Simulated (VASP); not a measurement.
Wanted: the native input for a VASP 6.6.1 run.

```
Task                   : single point
Functional             : PBE
Potentials or basis    : VASP PAW PBE potentials, release 64 (Te, Be)
Cutoff                 : 520 eV
k mesh                 : 8 × 8 × 8
Occupations            : gaussian, width 0.011 eV
Spin                   : no spin polarisation
Further INCAR settings : ALGO = Normal; EDIFF = 1e-06; NBANDS = 11
```

The structure of BeTe lies in POSCAR:

```
BeTe
1.0
    0.0000000000      2.7700000000      2.7700000000
    2.7700000000      0.0000000000      2.7700000000
    2.7700000000      2.7700000000      0.0000000000
Te Be
1 1
Direct
    0.7500000000      0.7500000000      0.7500000000
    0.0000000000      0.0000000000      0.0000000000
```

These files were run (other wordings do the same):

INCAR

```
SYSTEM = BeTe
  ALGO = Normal
  EDIFF = 1E-6
  ENCUT = 520
  GGA = PE
  ISIF = 2
  ISMEAR = 0
  LASPH = .TRUE.
  LCHARG = .FALSE.
  LREAL = .FALSE.
  LWAVE = .FALSE.
  NBANDS = 11
  NELM = 60
  PREC = Accurate
  SIGMA = 0.011
```

KPOINTS

```
k-points
0
G
  8 8 8
  0 0 0
```

Potentials or basis: VASP PAW PBE potentials, release 64 (Te, Be).

Launch:

```console
$ cat potpaw_PBE.64/Te/POTCAR potpaw_PBE.64/Be/POTCAR > POTCAR
$ mpirun -np 1 vasp_std > vasp.out
```

Results of the run:

The pressure is 4.5 GPa. The band gap on the k mesh is 1.85 eV, indirect (least direct gap 3.56 eV).

Caveat: spin-orbit coupling is left out, which moves the levels of the heavy elements.

Run time: 23 s on 1 thread of Intel(R) Xeon(R) Platinum 8259CL CPU @ 2.50GHz (Skylake/Cascade Lake), with other jobs on the host, peak memory 0.17 GiB.
